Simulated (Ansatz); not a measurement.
# TiB2 (P6/mmm) in Ansatz: a series of runs

One crystal, TiB2, is run at these levels: revPBE, BLYP, PBE; tasks: relaxation of cell and atoms, single point.

Everything below comes from runs of Ansatz 0.2.0. Logs are shortened: lines on timing, memory, paths and dates and some standing lists are left out, and cuts for length are marked.

### Step 1. The crystal as given

Symmetry: P6/mmm, No. 191, hexagonal system. The conventional cell has a = 3.029 Å, b = 3.029 Å, c = 3.228 Å, α = 90.00°, β = 90.00°, γ = 120.00°. Around Ti (site symmetry 6/mmm) lie 12 B at 2.38 Å. B (site symmetry -6m2) has 3 B at 1.75 Å as nearest neighbours.

### Step 2. Relaxation of cell and atoms, revPBE

input.yaml reads:

```yaml
crystal:
  lattice:
    - [3.0292, 0.0, 0.0]
    - [-1.5146, 2.6233641531, 0.0]
    - [0.0, 0.0, 3.2284]
  atoms:
    - { symbol: Ti, position: [0.0, 0.0, 0.0] }
    - { symbol: B, position: [0.6666666667, 0.3333333333, 0.5] }
    - { symbol: B, position: [0.3333333333, 0.6666666667, 0.5] }
hamiltonian:
  xc: revpbe
  pseudopotentials: { kind: paw }
kpoints:
  mp_grid: { grid: [10, 10, 8] }
scf:
  occupations: { method: fermi_dirac, width: 0.05 }
output:
  forces: true
  stress: true
relax:
  f_tol: 0.01
  max_steps: 40
  cell: { stress_tol: 0.05 }
```

Potentials or basis: Ansatz PAW.

Run with:

```
$ ansatz run input.yaml --threads 2 --pin off --max-ram 5632MiB --backend cpu --events-out ev --progress --plain --runs-dir out
```

The program printed:

```text
Warning: RAYON_NUM_THREADS=2 ignored (pool sized by the plan → 2); use --threads N
Engine: ansatz 0.2.0, x86_64-unknown-linux-gnu
Pseudopotentials: kind: paw
Pseudopotential: Ti, paw, valence charge 12, recommended cutoff 420 eV (normal), Ti.paw.azcp
Pseudopotential: B, paw, valence charge 3, recommended cutoff 420 eV (normal), B.paw.azcp
Functional definition: revPBE
  parameter kappa = 1.245
  parameter beta = 0.06672455060314922
  exchange = pbe_x(kappa = kappa, mu = beta*pi^2/3)
  correlation = pbe_c(beta = beta)
Crystal: 3 atoms, lattice volume = 25.655 Å³
Basis set: ecut = 420 eV, 503 PW (Γ), exchange–correlation on 48×48×48 points (8 copies of the dense FFT grid, shifted against one another)
Bands: 13, of which v1, the nominal top of the filled ones, is band 9 counted from 1 (8 counted from 0)
Symmetry: 24 space group operations
Space group: P6/mmm (ITA 191), of the structure as read, at distance tolerance 2.9e-5 Å
k-points: 70 of 800
Non-local potential: Ti, projectors of the file, l = 0: 3, l = 1: 2, l = 2: 3, l = 3: 1
Non-local potential: B, projectors of the file, l = 0: 2, l = 1: 2, l = 2: 1
PAW form: soft (Blöchl's): semilocal exchange-correlation on the pseudo side does not see the compensation charge
PAW frozen core: Ti, regenerated for the run's functional, and the local potential with it (the file was generated under x = pbe(κ = 0.804, μ = 0.2195149727645171), c = pbe(β = 0.06672455060314922))
PAW frozen core: B, regenerated for the run's functional, and the local potential with it (the file was generated under x = pbe(κ = 0.804, μ = 0.2195149727645171), c = pbe(β = 0.06672455060314922))
PAW one-centre angular grid: Ti, 590 points (default); XC on 64 Gauss nodes
PAW one-centre angular grid: B, 110 points (default); XC on 64 Gauss nodes
Initial density: superposition of atomic densities (neutral atoms: chi_scale 0, normalization atom), corrected by the library's trained network
Initial wavefunctions: pseudopotential atomic-orbital guess
Functional: x = revpbe(κ = 1.245, μ = 0.2195149727645171), c = pbe(β = 0.06672455060314922)
SCF iter   1: F=—  HF=-2819.337587 eV  |F-HF|=—  |Δ(HF+E_count)|=         —  Δρ=3.41e-3  dr2=1.97e-3  ethr=1.77e-3  ⟨swp⟩=4.5  Hψ=4325  notcnv=0
preconditioner: auto → none  [metal: Δε(μ)=0.008 eV  Ē_g=8.121 eV  σ=0.050 eV  W_gap=0.04  n_scr=8 (ndim 8)  ℏωp=23.2 eV  f_vac=0.000  D(μ)=0.84/eV (n_scr^D=8)  sad-step TF]
SCF iter   2: F=—  HF=-2819.336920 eV  |F-HF|=—  |Δ(HF+E_count)|=   6.66e-4  Δρ=1.91e-3  dr2=6.36e-4  ethr=1.09e-5  ⟨swp⟩=1.6  Hψ=1653  notcnv=0
SCF iter   3: F=—  HF=-2819.336747 eV  |F-HF|=—  |Δ(HF+E_count)|=   1.73e-4  Δρ=1.52e-4  dr2=6.53e-6  ethr=3.54e-6  ⟨swp⟩=2.9  Hψ=1458  notcnv=0
SCF iter   4: F=—  HF=-2819.336732 eV  |F-HF|=—  |Δ(HF+E_count)|=   1.57e-5  Δρ=3.45e-5  dr2=2.58e-7  ethr=3.63e-8  ⟨swp⟩=2.9  Hψ=1482  notcnv=0
iter 5 did not close the SCF: its close was put off for the readings that it lacked (scf_convergence_deferred on its scf_iter line)
SCF iter   5: F=-2819.336731 eV  HF=-2819.336731 eV  |F-HF|=2.79e-10  |Δ(HF+E_count)|=   4.35e-8  Δρ=4.22e-6  dr2=4.26e-9  ethr=1.43e-9  ⟨swp⟩=2.6  Hψ=1514  notcnv=0
SCF iter   6: F=-2819.336731 eV  HF=-2819.336731 eV  |F-HF|=1.77e-10  |Δ(HF+E_count)|=   1.66e-9  Δρ=1.27e-6  dr2=3.40e-10  ethr=2.37e-11  ⟨swp⟩=1.6  Hψ=2582  notcnv=0
SCF 1 converged in 6 iterations: F = -2819.336731 eV  dr2 = 3.40e-10
relax step   1: F+E_penalty+E_count = -2819.33673147 eV  Δ(F+E_penalty+E_count) = +0.000e0 eV  max|allowed force component| = 4.503e-16 eV/Å  Δτ_max = 0.0000 Å  P = +3.783 GPa  Ω = 25.655 Å³  (6 SCF iters, dr2 threshold 1.00e-7 eV, accepted)
Crystal: 3 atoms, lattice volume = 25.948 Å³
Initial density: handed on by an earlier stage of this run
Initial wavefunctions: those handed on with the density
iter 1 solved again at ethr=1.25e-5 eV; its pass at ethr=3.10e-3 eV (dr2=2.24e-3 eV) is discarded
[... 47 lines left out ...]
iter 6 did not close the SCF: its close was put off for the readings that it lacked (scf_convergence_deferred on its scf_iter line)
SCF iter   6: F=-2819.341233 eV  HF=-2819.341233 eV  |F-HF|=9.09e-13  |Δ(HF+E_count)|=  9.09e-13  Δρ=5.51e-9  dr2=3.16e-15  ethr=1.00e-12  ⟨swp⟩=1.0  Hψ=910  notcnv=0
iter 7 did not close the SCF: its close was put off for the readings that it lacked (scf_convergence_deferred on its scf_iter line)
SCF iter   7: F=-2819.341233 eV  HF=-2819.341233 eV  |F-HF|=0.00e0  |Δ(HF+E_count)|=  9.09e-13  Δρ=6.73e-10  dr2=4.37e-17  ethr=1.00e-12  ⟨swp⟩=1.0  Hψ=910  notcnv=0
SCF iter   8: F=-2819.341233 eV  HF=-2819.341233 eV  |F-HF|=9.09e-13  |Δ(HF+E_count)|=    0.00e0  Δρ=1.15e-10  dr2=2.29e-18  ethr=1.00e-12  ⟨swp⟩=1.3  Hψ=2126  notcnv=0
SCF 5 converged in 8 iterations: F = -2819.341233 eV  dr2 = 2.29e-18
relax step   5: F+E_penalty+E_count = -2819.34123306 eV  Δ(F+E_penalty+E_count) = -5.215e-4 eV  max|allowed force component| = 4.009e-16 eV/Å  Δτ_max = 0.0000 Å  P = +0.009 GPa  Ω = 26.040 Å³  stress off target by 2.13e-2 GPa  SCF on the basis re-selected at this cell (its energy is not comparable with the rows above)  (8 SCF iters)
basis re-selected at this cell: Δ(F+E_penalty+E_count) = -5.215e-4 eV, ΔP = +0.020 GPa vs the last step (what re-selecting the basis moved, of the pressure what is left beyond the Pulay correction that the steps carried, after the strain that the cell walked since its last selection, with what the two solves' SCF thresholds leave and, on support functions, any second-order correction that the steps lacked; it is no measure of the basis error at this ecutwfc). This SCF's stress stands 2.13e-2 GPa from its target on what of the cell is left free (relax.cell.stress_tol is 5.00e-2 GPa) and its largest allowed force component is 4.01e-16 eV/Å (relax.f_tol is 1.00e-2 eV/Å): within both
SCF converged after 8 iterations
Free energy (F): -2819.341233 eV
Harris-Foulkes:  -2819.341233 eV  (|F-HF|=9.09e-13)
Internal energy: -2819.334822 eV  (E = F + TS)
E sigma→0 (E₀):  -2819.338027 eV
Entropy (-TS):   -0.006412 eV (-2.137 meV/atom)
Fermi energy:    14.964722 eV
--- Per-component energies (eV) ---
  E_band       = -96.992757
  E_kinetic    = 374.643080
  E_local      = -794.558600  (includes V_loc(G=0)·N_el)
  E_nonlocal   = 27.398855
  E_hartree    = 336.404947
  E_xc         = -164.895253
  E_vxc        = -202.345297  (∫ρ·V_xc dr)
  E_paw        = -1209.002807  (= ΣΔE_a)
  E_vpaw       = -174.940797  (= ΣTr[D̂ρ^β])
  E_aug_tail   = 0.000109  (compensation charges beyond the density's cutoff)
  E_ewald      = -1389.269547
  E_core_change = -0.055605  (= ΣΔE_core)
  E_smearing   = -0.006412  (= −TS)
  E_closure    = 0.000000  (closes the sum)
  Σ components = -2819.341233   (vs F -2819.341233, Δ=0.00e0)
--- Forces (eV/Å), atoms counted from 1 ---
  atom   1  Ti    -0.00000000     0.00000000     0.00000000
  atom   2  B     -0.00000000     0.00000000    -0.00000000
  atom   3  B      0.00000000    -0.00000000     0.00000000
  max |Σ_I F_I| component: 3.70e-17 eV/Å
--- Stress (GPa, compression-positive) ---
        0.021321       0.000000      -0.000000
       -0.000000       0.021321       0.000000
       -0.000000       0.000000      -0.015376
  P = ⅓ Tr σ = 0.0091 GPa (0.091 kbar)
--- Relaxed structure (4 steps of the walk, 4 accepted, 1 SCFs on fresh bases) ---
  F+E_penalty+E_count = -2819.34123306 eV   max|allowed force component| = 4.009e-16 eV/Å   (the final SCF, on the basis selected at the relaxed cell)
  cell:  # Å, volume = 26.0400 Å³
    - [3.0441265563156925, -1.054975902037952e-33, -2.4725997704014495e-34]
    - [-1.5220632781578463, 2.6362909301042308, -9.050343293585009e-35]
    - [-2.635197774604091e-34, -2.635197774604091e-34, 3.2447785776740052]
  atoms:
    - { symbol: Ti, position: [-2.2071078979033192e-35, 1.325539767920119e-35, -5.147557589468029e-85] }
    - { symbol: B, position: [0.6666666666666665, 0.3333333333333333, 0.5] }
    - { symbol: B, position: [0.3333333333333333, 0.6666666666666666, 0.5] }
```

It took 2.6 s on 2 threads of Intel Xeon Platinum 8375C at 2.90GHz (Ice Lake), shared host; peak memory 0.39 GiB.

Results:

```
Free energy                            : -2819.3412 eV
Relaxed volume                         : 8.68 Å³/atom
Relaxed cell                           : a = 3.044 Å, b = 3.044 Å, c = 3.245 Å, α = 90.00°, β = 90.00°, γ = 120.00°
Space group after relaxing (to 0.05 Å) : P6/mmm (No. 191)
Energy gained by relaxing              : 1.5 meV/atom
Ionic steps                            : 5
Pressure after relaxing                : 0.0 GPa
```

Step by step:
```tsv
step	energy change (eV)	largest force (eV/Å)	volume (Å³)
1	0.0000	0.0000	25.66
2	-0.0038	0.0000	25.95
3	-0.0040	0.0000	26.04
4	-0.0040	0.0000	26.04
5	-0.0045	0.0000	26.04
```

Final structure:
```
Ti B
1.0
     3.04413    0.00000    0.00000
    -1.52206    2.63629    0.00000
     0.00000    0.00000    3.24478
Ti B
1 2
Cartesian
  0.0000 0.0000 0.0000
  1.5221 0.8788 1.6224
  0.0000 1.7575 1.6224
```

Caveat: the plane-wave basis is chosen anew once the cell has moved, so the energies of steps on either side of that aren't comparable; the PAW data sets come from PBE, with cores solved anew for the run's functional, which leaves a small shift of forces and pressure.

### Step 3. Relaxation of cell and atoms, BLYP

Edit input.yaml of step 2 so:

```diff
@@ -10,3 +10,3 @@
 hamiltonian:
-  xc: revpbe
+  xc: blyp
   pseudopotentials: { kind: paw }
```

Potentials or basis: Ansatz PAW.

Run with:

```
$ ansatz run input.yaml --threads 2 --pin off --max-ram 5632MiB --backend cpu --events-out ev --progress --plain --runs-dir out
```

The program printed:

```text
Warning: RAYON_NUM_THREADS=2 ignored (pool sized by the plan → 2); use --threads N
[... 4 set-up lines as earlier in the session ...]
Functional definition: BLYP
  parameter beta = 0.0042
  parameter a = 0.04918
  parameter b = 0.132
  parameter c = 0.2533
  parameter d = 0.349
  exchange = b88_x(beta = beta)
  correlation = lyp_c(a = a, b = b, c = c, d = d)
Crystal: 3 atoms, lattice volume = 25.655 Å³
Basis set: ecut = 420 eV, 503 PW (Γ), exchange–correlation on 48×48×48 points (8 copies of the dense FFT grid, shifted against one another)
Bands: 13, of which v1, the nominal top of the filled ones, is band 9 counted from 1 (8 counted from 0)
[... 2 set-up lines as earlier in the session ...]
k-points: 70 of 800
[... 3 set-up lines as earlier in the session ...]
[... 114 lines left out ...]
  E_xc         = -160.228130
  E_vxc        = -196.495166  (∫ρ·V_xc dr)
  E_paw        = -1216.114071  (= ΣΔE_a)
  E_vpaw       = -176.161696  (= ΣTr[D̂ρ^β])
  E_aug_tail   = 0.000095  (compensation charges beyond the density's cutoff)
  E_ewald      = -1382.880697
  E_core_change = 0.018463  (= ΣΔE_core)
  E_smearing   = -0.006017  (= −TS)
  E_closure    = 0.000000  (closes the sum)
  Σ components = -2821.330475   (vs F -2821.330475, Δ=0.00e0)
--- Forces (eV/Å), atoms counted from 1 ---
  atom   1  Ti    -0.00000000    -0.00000000     0.00000000
  atom   2  B     -0.00000000     0.00000000     0.00000000
  atom   3  B      0.00000000    -0.00000000    -0.00000000
  max |Σ_I F_I| component: 3.70e-17 eV/Å
--- Stress (GPa, compression-positive) ---
       -0.001196       0.000000      -0.000000
       -0.000000      -0.001196       0.000000
       -0.000000       0.000000      -0.002011
  P = ⅓ Tr σ = -0.0015 GPa (-0.015 kbar)
--- Relaxed structure (5 steps of the walk, 5 accepted, 2 SCFs on fresh bases) ---
  F+E_penalty+E_count = -2821.33047543 eV   max|allowed force component| = 2.544e-16 eV/Å   (the final SCF, on the basis selected at the relaxed cell)
  cell:  # Å, volume = 26.4001 Å³
    - [3.0422644794180567, -3.692415657132832e-33, 2.96711972448174e-34]
    - [-1.5211322397090283, 2.634678324207078, 4.4364093086243374e-35]
    - [3.1622373295249097e-34, 2.3716779971436823e-34, 3.2936758082650406]
  atoms:
    - { symbol: Ti, position: [9.400480773472029e-35, 7.851274009988395e-35, 0.0] }
    - { symbol: B, position: [0.6666666666666666, 0.3333333333333333, 0.5] }
    - { symbol: B, position: [0.3333333333333333, 0.6666666666666666, 0.5] }
```

It took 3.9 s on 2 threads of Intel Xeon Platinum 8375C at 2.90GHz (Ice Lake), shared host; peak memory 0.39 GiB.

What came out:

- Free energy: -2821.3305 eV
- Relaxed volume: 8.80 Å³/atom
- Relaxed cell: a = 3.042 Å, b = 3.042 Å, c = 3.294 Å, α = 90.00°, β = 90.00°, γ = 120.00°
- Space group after relaxing (to 0.05 Å): P6/mmm (No. 191)
- Energy gained by relaxing: 6.3 meV/atom
- Ionic steps: 7
- Pressure after relaxing: 0.0 GPa

The path:
```
step  energy change (eV)  largest force (eV/Å)  volume (Å³)
   1              0.0000                0.0000        25.66
   2             -0.0167                0.0000        26.25
   3             -0.0173                0.0000        26.40
   4             -0.0173                0.0000        26.39
   5             -0.0188                0.0000        26.39
   6             -0.0188                0.0000        26.40
   7             -0.0188                0.0000        26.40
```

Final structure:
```
Ti B
1.0
     3.04226    0.00000    0.00000
    -1.52113    2.63468    0.00000
     0.00000    0.00000    3.29368
Ti B
1 2
Cartesian
  0.0000 0.0000 0.0000
  1.5211 0.8782 1.6468
  0.0000 1.7565 1.6468
```

Caveat: the plane-wave basis is chosen anew once the cell has moved, so the energies of steps on either side of that aren't comparable; the PAW data sets come from PBE, with cores solved anew for the run's functional, which leaves a small shift of forces and pressure. BLYP gives volumes clearly too large for solids.

### Step 4. Single point, PBE

Edit input.yaml of step 3 so:

```diff
@@ -10,3 +10,3 @@
 hamiltonian:
-  xc: blyp
+  xc: pbe
   pseudopotentials: { kind: paw }
@@ -15,3 +15,3 @@
 scf:
-  occupations: { method: fermi_dirac, width: 0.05 }
+  occupations: { method: gaussian, width: 0.012 }
 output:
@@ -19,5 +19,2 @@
   stress: true
-relax:
-  f_tol: 0.01
-  max_steps: 40
-  cell: { stress_tol: 0.05 }
+  eigenvalues: true
```

Run with:

```
$ ansatz run input.yaml --threads 2 --pin off --max-ram 5632MiB --backend cpu --events-out ev --progress --plain --runs-dir out
```

Run time: 0.59 s. Hardware: 2 threads of Intel Xeon Platinum 8375C at 2.90GHz (Ice Lake), shared host; peak memory 0.37 GiB.

It converged, with:

| Quantity | Value |
| --- | --- |
| Free energy | -2814.6847 eV |
| Pressure | 0.3 GPa |
| Band gap on the k mesh | none (metal or under the smearing width) |

Levels at points of the mesh, in eV from the Fermi level:
```tsv
k point	band 7	band 8	band 9	band 10	band 11	band 12
(0.00, 0.00, 0.00)	-2.55	-2.27	-2.05	1.96	1.96	3.71
(0.00, 0.00, -0.50)	-0.50	-0.50	-0.11	-0.11	0.49	0.49
(0.00, -0.50, 0.00)	-3.21	-3.17	-2.21	1.40	2.80	3.28
(0.00, -0.50, -0.50)	-4.58	-3.77	-3.09	2.55	2.98	4.53
```

### Step 5. Single point, PBE

Edit input.yaml of step 4 so:

```diff
@@ -15,3 +15,3 @@
 scf:
-  occupations: { method: gaussian, width: 0.012 }
+  occupations: { method: gaussian, width: 0.013 }
 output:
```

Run with:

```
$ ansatz run input.yaml --threads 2 --pin off --max-ram 5632MiB --backend cpu --events-out ev --progress --plain --runs-dir out
```

Wall time 0.59 s (2 threads of Intel Xeon Platinum 8375C at 2.90GHz (Ice Lake), shared host); peak memory 0.38 GiB.

It converged, with:

| Property | Result |
| --- | --- |
| Free energy | -2814.6848 eV |
| Pressure | 0.3 GPa |
| Band gap on the k mesh | none (metal or under the smearing width) |

Levels at points of the mesh, in eV from the Fermi level:
```tsv
k point	band 6	band 7	band 8	band 9	band 10	band 11	band 12	band 13
(0.00, 0.00, 0.00)	-2.55	-2.55	-2.27	-2.05	1.96	1.96	3.71	3.71
(0.00, 0.00, -0.50)	-7.55	-0.50	-0.50	-0.11	-0.11	0.49	0.49	1.71
(0.00, -0.50, 0.00)	-9.18	-3.21	-3.17	-2.21	1.40	2.80	3.28	3.42
(0.00, -0.50, -0.50)	-7.49	-4.58	-3.77	-3.09	2.55	2.98	4.53	4.64
```

### Step 6. The runs side by side

| task | level | cell | smearing | gap on the mesh (eV) | pressure (GPa) | relaxed volume (Å³/atom) |
| --- | --- | --- | --- | --- | --- | --- |
| relaxation of cell and atoms | revPBE | relaxed | fermi-dirac 0.05 eV | - | 0.0 | 8.68 |
| relaxation of cell and atoms | BLYP | relaxed | fermi-dirac 0.05 eV | - | 0.0 | 8.80 |
| single point | PBE | as given | gaussian 0.012 eV | none | 0.3 | - |
| single point | PBE | as given | gaussian 0.013 eV | none | 0.3 | - |

Alike in all rows: potentials or basis Ansatz PAW; no spin polarisation; k mesh 10 × 10 × 8; cutoff (eV) 420.

Caveats: the plane-wave basis is chosen anew once the cell has moved, so the energies of steps on either side of that aren't comparable (some runs); the PAW data sets come from PBE, with cores solved anew for the run's functional, which leaves a small shift of forces and pressure (some runs).

Absolute energies hang on the potentials; compare differences alone.
